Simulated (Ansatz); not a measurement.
# Cu under changes of volume

One of the cells (11.810 Å³/atom); the others are scaled copies at fixed shape and fractional positions:

```
Cu
1.0
     0.00000    1.80750    1.80750
     1.80750    0.00000    1.80750
     1.80750    1.80750    0.00000
Cu
1
Cartesian
  0.0000 0.0000 0.0000
```

```yaml
Program: Ansatz 0.2.0
Functional: LC-wPBE
Potentials_or_basis: Ansatz PAW
Cutoff: "420 eV (not typed: the program's choice for these potentials)"
k_mesh: 7 × 7 × 7
Occupations: fermi-dirac, width 0.05 eV
Spin: no spin polarisation
```

| volume (Å³/atom) | energy over the lowest point (meV/atom) | pressure (GPa) |
| --- | --- | --- |
| 11.102 | 5.64 | 5.5 |
| 11.338 | 0.23 | 1.8 |
| 11.574 | 0.00 | -1.5 |
| 11.810 | ? | ? |
| 12.047 | 12.67 | -6.9 |
| 12.283 | 24.51 | -9.1 |
| 12.519 | 39.51 | -11.1 |

Problem. What does the run at 11.810 Å³/atom give?

Solution. Energy over the lowest point 4.36 meV/atom; pressure -4.3 GPa.

Worked out: A Birch-Murnaghan fit of order 3 (a polynomial in V^(-2/3)) to the other rows has its minimum at 11.47 Å³/atom with B0 = V·E''(V) = 159 GPa and B' = 5.1. It gives 4.30 meV/atom at 11.810 Å³/atom, against the run's 4.36, and -dE/dV = -4.3 GPa, against -4.3.

Energies are extrapolated to zero smearing.

Caveats: all runs use coarse meshes; the PAW data sets come from PBE, with cores solved anew for the run's functional, which leaves a small shift of forces and pressure; the thresholds are loose for stress.
